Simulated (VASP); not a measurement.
Here is a VASP 6.6.1 calculation.

The input INCAR:

```
PREC = Accurate
ENCUT = 520
EDIFF = 1E-7
ISMEAR = 0
SIGMA = 0.03
LREAL = F
LASPH = T
NELM = 80
ALGO = Normal
ISIF = 2
LWAVE = F
LCHARG = F
GGA = PE
IVDW = 12
NBANDS = 16
ICORELEVEL = 1
```

KPOINTS

```
regular mesh
0
Gamma
  9 9 6
```

The input POSCAR:

```
Se                                      
1.0
    4.0646724091      0.0000000000      0.0000000000
   -2.0323362046      3.5201095660      0.0000000000
    0.0000000000      0.0000000000      5.1336898780
  Se            
     3
Direct
     0.2477491649870700    0.0000000000000000    0.3333333300000021
     0.0000000000000000    0.2477491649870700    0.6666666699999979
     0.7522508350129300    0.7522508350129300    0.0000000000000000
```

KPOINTS_OPT

```
explicit points
96
Reciprocal
 0.0000000000  0.0000000000  0.0000000000 1
 0.0555555556  0.0000000000  0.0000000000 1
 0.1111111111  0.0000000000  0.0000000000 1
 0.1666666667  0.0000000000  0.0000000000 1
 0.2222222222  0.0000000000  0.0000000000 1
 0.2777777778  0.0000000000  0.0000000000 1
 0.3333333333  0.0000000000  0.0000000000 1
 0.3888888889  0.0000000000  0.0000000000 1
 0.4444444444  0.0000000000  0.0000000000 1
 0.5000000000  0.0000000000  0.0000000000 1
 0.5000000000  0.0000000000  0.0000000000 1
 0.4814814815  0.0370370370  0.0000000000 1
 0.4629629630  0.0740740741  0.0000000000 1
 0.4444444444  0.1111111111  0.0000000000 1
 0.4259259259  0.1481481481  0.0000000000 1
 0.4074074074  0.1851851852  0.0000000000 1
 0.3888888889  0.2222222222  0.0000000000 1
 0.3703703703  0.2592592592  0.0000000000 1
 0.3518518518  0.2962962963  0.0000000000 1
 0.3333333333  0.3333333333  0.0000000000 1
 0.3333333333  0.3333333333  0.0000000000 1
 0.2962962963  0.2962962963  0.0000000000 1
 0.2592592592  0.2592592592  0.0000000000 1
 0.2222222222  0.2222222222  0.0000000000 1
 0.1851851852  0.1851851852  0.0000000000 1
 0.1481481481  0.1481481481  0.0000000000 1
 0.1111111111  0.1111111111  0.0000000000 1
 0.0740740741  0.0740740741  0.0000000000 1
 0.0370370370  0.0370370370  0.0000000000 1
 0.0000000000  0.0000000000  0.0000000000 1
 0.0000000000  0.0000000000  0.0000000000 1
 0.0000000000  0.0000000000  0.0555555556 1
 0.0000000000  0.0000000000  0.1111111111 1
 0.0000000000  0.0000000000  0.1666666667 1
 0.0000000000  0.0000000000  0.2222222222 1
 0.0000000000  0.0000000000  0.2777777778 1
 0.0000000000  0.0000000000  0.3333333333 1
 0.0000000000  0.0000000000  0.3888888889 1
 0.0000000000  0.0000000000  0.4444444444 1
 0.0000000000  0.0000000000  0.5000000000 1
 0.0000000000  0.0000000000  0.5000000000 1
 0.0555555556  0.0000000000  0.5000000000 1
 0.1111111111  0.0000000000  0.5000000000 1
 0.1666666667  0.0000000000  0.5000000000 1
 0.2222222222  0.0000000000  0.5000000000 1
 0.2777777778  0.0000000000  0.5000000000 1
 0.3333333333  0.0000000000  0.5000000000 1
 0.3888888889  0.0000000000  0.5000000000 1
 0.4444444444  0.0000000000  0.5000000000 1
 0.5000000000  0.0000000000  0.5000000000 1
 0.5000000000  0.0000000000  0.5000000000 1
 0.4814814815  0.0370370370  0.5000000000 1
 0.4629629630  0.0740740741  0.5000000000 1
 0.4444444444  0.1111111111  0.5000000000 1
 0.4259259259  0.1481481481  0.5000000000 1
 0.4074074074  0.1851851852  0.5000000000 1
 0.3888888889  0.2222222222  0.5000000000 1
 0.3703703703  0.2592592592  0.5000000000 1
 0.3518518518  0.2962962963  0.5000000000 1
 0.3333333333  0.3333333333  0.5000000000 1
 0.3333333333  0.3333333333  0.5000000000 1
 0.2962962963  0.2962962963  0.5000000000 1
 0.2592592592  0.2592592592  0.5000000000 1
 0.2222222222  0.2222222222  0.5000000000 1
 0.1851851852  0.1851851852  0.5000000000 1
 0.1481481481  0.1481481481  0.5000000000 1
 0.1111111111  0.1111111111  0.5000000000 1
 0.0740740741  0.0740740741  0.5000000000 1
 0.0370370370  0.0370370370  0.5000000000 1
 0.0000000000  0.0000000000  0.5000000000 1
 0.5000000000  0.0000000000  0.5000000000 1
 0.5000000000  0.0000000000  0.4444444444 1
 0.5000000000  0.0000000000  0.3888888889 1
 0.5000000000  0.0000000000  0.3333333333 1
 0.5000000000  0.0000000000  0.2777777778 1
 0.5000000000  0.0000000000  0.2222222222 1
 0.5000000000  0.0000000000  0.1666666667 1
 0.5000000000  0.0000000000  0.1111111111 1
 0.5000000000  0.0000000000  0.0555555556 1
 0.5000000000  0.0000000000  0.0000000000 1
 0.3333333333  0.3333333333  0.0000000000 1
 0.3333333333  0.3333333333  0.0555555556 1
 0.3333333333  0.3333333333  0.1111111111 1
 0.3333333333  0.3333333333  0.1666666667 1
 0.3333333333  0.3333333333  0.2222222222 1
 0.3333333333  0.3333333333  0.2777777778 1
 0.3333333333  0.3333333333  0.3333333333 1
 0.3333333333  0.3333333333  0.3888888889 1
 0.3333333333  0.3333333333  0.4444444444 1
 0.3333333333  0.3333333333  0.5000000000 1
 0.0000000000  0.0000000000  0.0000000000 1
 0.0000000000  0.0000000000  0.5000000000 1
 0.3333333333  0.3333333333  0.5000000000 1
 0.3333333333  0.3333333333  0.0000000000 1
 0.5000000000  0.0000000000  0.5000000000 1
 0.5000000000  0.0000000000  0.0000000000 1
```

Potentials or basis: VASP PAW PBE potentials, release 64 (Se).

The run is started by

```bash
$ cat potpaw_PBE.64/Se/POTCAR > POTCAR
$ mpirun -np 1 vasp_std > vasp.out
```

(1) What does it give for the band gap on the k mesh?

(2) What does it give for the pressure?

(3) Estimate the largest force.

(4) Predict the band gap along the path.

Results:

(1) 0.51 eV, direct.

(2) 0.0 GPa.

(3) 0.003 eV/Å.

(4) 0.45 eV, indirect (least direct gap 0.51 eV).
